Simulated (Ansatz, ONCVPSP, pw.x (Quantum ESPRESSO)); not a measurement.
# pw.x on bcc Ni: one setting changed

Potential: optimised norm-conserving Vanderbilt (ONCV), ONCVPSP 4.0.1.1 (patched build), PBE; core [Ne], reference 3s2 3p6 3d8; waves: 3s: rc 1.25 bohr, ncon 4, nbas 8, qcut 10 1/bohr, 2 projectors, debl 1.8 Ha; 3p: rc 1.20 bohr, ncon 4, nbas 9, qcut 10 1/bohr, 2 projectors, debl 2.9 Ha; 3d: rc 1.55 bohr, ncon 4, nbas 9, qcut 12.2 1/bohr, 2 projectors, debl 1.9 Ha; local part: polynomial inside 0.98 bohr (lpopt 5, dvloc0 0 Ha); core correction: none. In the s channel the program set the typed energies aside and used -4.805, 0.250 Ha. In the p channel the program set the typed energies aside and used -3.348, 0.250 Ha.

The reference run (k-mesh 16³, cutoffs 135/540 Ry, Fermi–Dirac 0.01 Ry, mixing_beta 0.4, conv_thr 1e-9, no spin) gives -0.88 GPa at 10.983 Å³/atom, where all-electron LAPW gives -0.48 GPa. This run, with its own iteration cap, changes degauss to 0.005.

```
&control
  calculation='scf', prefix='x', pseudo_dir='./', outdir='./tmp', tstress=.true., disk_io='none'
/
&system
  ibrav=0, nat=1, ntyp=1, ecutwfc=135, ecutrho=540, nbnd=17,
  occupations='smearing', smearing='fd', degauss=0.005
/
&electrons
  conv_thr=1e-09, mixing_beta=0.4, electron_maxstep=50
/
ATOMIC_SPECIES
Ni 1.0 Ni.UPF
CELL_PARAMETERS angstrom
  -1.40029756 1.40029756 1.40029756
  1.40029756 -1.40029756 1.40029756
  1.40029756 1.40029756 -1.40029756
ATOMIC_POSITIONS crystal
Ni 0.0000 0.0000 0.0000
K_POINTS automatic
16 16 16 0 0 0
```

```bash
pw.x < Ni.scf.in > Ni.scf.out
```

Task: How does the run end?

Result: It converges in 13 iterations; the free energy moves by +50.1 meV/atom and the pressure by -0.97 GPa. In a metal, with Fermi–Dirac smearing, F lies below its zero-width value by a term in the square of the width.

```
Message from routine setup:
     using ibrav=0 with symmetry is DISCOURAGED, use correct ibrav instead
     lattice parameter (alat)  =       4.5833  a.u.
     unit-cell volume          =      74.1170 (a.u.)^3
     number of electrons       =        18.00
     number of Kohn-Sham states=           17
     kinetic-energy cutoff     =     135.0000  Ry
     charge density cutoff     =     540.0000  Ry
     scf convergence threshold =      1.0E-09
     Exchange-correlation= PBE
     number of k points=   145  Fermi-Dirac smearing, width (Ry)=  0.0050
     iteration #  1     ecut=   135.00 Ry     beta= 0.40
     total energy              =    -325.70462028 Ry
     estimated scf accuracy    <      23.77358084 Ry
     iteration #  2     ecut=   135.00 Ry     beta= 0.40
     total energy              =    -331.75194280 Ry
     estimated scf accuracy    <       4.43789541 Ry
     iteration #  3     ecut=   135.00 Ry     beta= 0.40
     total energy              =    -332.58567937 Ry
     estimated scf accuracy    <       0.03835446 Ry
     iteration #  4     ecut=   135.00 Ry     beta= 0.40
     total energy              =    -332.59459011 Ry
     estimated scf accuracy    <       0.00041369 Ry
     iteration #  5     ecut=   135.00 Ry     beta= 0.40
     total energy              =    -332.59439970 Ry
     estimated scf accuracy    <       0.00118020 Ry
     iteration #  6     ecut=   135.00 Ry     beta= 0.40
     total energy              =    -332.59466738 Ry
     estimated scf accuracy    <       0.00008108 Ry
     iteration #  7     ecut=   135.00 Ry     beta= 0.40
     total energy              =    -332.59467355 Ry
     estimated scf accuracy    <       0.00000525 Ry
     iteration #  8     ecut=   135.00 Ry     beta= 0.40
     total energy              =    -332.59467425 Ry
     estimated scf accuracy    <       0.00000194 Ry
     iteration #  9     ecut=   135.00 Ry     beta= 0.40
     total energy              =    -332.59467445 Ry
     estimated scf accuracy    <       0.00000034 Ry
     iteration # 10     ecut=   135.00 Ry     beta= 0.40
     total energy              =    -332.59467452 Ry
     estimated scf accuracy    <          4.8E-09 Ry
     iteration # 11     ecut=   135.00 Ry     beta= 0.40
     total energy              =    -332.59467452 Ry
     estimated scf accuracy    <          2.3E-09 Ry
     iteration # 12     ecut=   135.00 Ry     beta= 0.40
     total energy              =    -332.59467451 Ry
     estimated scf accuracy    <          4.2E-09 Ry
     iteration # 13     ecut=   135.00 Ry     beta= 0.40
     the Fermi energy is    17.8829 ev
!    total energy              =    -332.59467451 Ry
     estimated scf accuracy    <          1.4E-10 Ry
     smearing contrib. (-TS)   =      -0.00253089 Ry
     The total energy is F=E-TS. E is the sum of the following terms:
     one-electron contribution =    -175.69624311 Ry
     hartree contribution      =      98.93585106 Ry
     xc contribution           =     -33.03660232 Ry
     ewald contribution        =    -222.79514925 Ry
     convergence has been achieved in  13 iterations
          total   stress  (Ry/bohr**3)                   (kbar)     P=      -18.48
     Message from routine punch:
     Nothing written, as per user request (disk_io='none')
```

The run took about 2.9 min on one core of a shared host (Neoverse-N1, 64 threads, 124 GiB, load 56).
